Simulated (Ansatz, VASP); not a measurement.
**One calculation of Si, two programs**

```
Si
1.0
     0.00000    1.89987    1.89987
     1.89987    0.00000    1.89987
     1.89987    1.89987    0.00000
Si
1
Cartesian
  0.0000 0.0000 0.0000
```

Alike in both runs: functional PBE; dispersion D4; k mesh 17 × 17 × 17; occupations fermi-dirac, width 0.1 eV; no spin polarisation.

Ansatz relaxed the structure, and its values are those at the end. VASP's run is a single point on that final structure, the one shown.

|  | VASP | Ansatz |
| --- | --- | --- |
| version | VASP 6.6.1 | Ansatz 0.2.0 |
| potentials or method | VASP PAW PBE potentials, release 64 (Si) | plane waves, PAW |
| plane-wave cutoff (eV) | 520 | 422 |
| valence electrons in the cell | 4 | 4 |

VASP gave:

* pressure (GPa): 0.0
* dispersion energy (meV/atom): -464.3

Q: What did Ansatz give for the same quantities?

A: Pressure (GPa): 0.0; dispersion energy (meV/atom): -464.4.

Caveats: pairwise dispersion overbinds metals, which lowers pressure and volume.
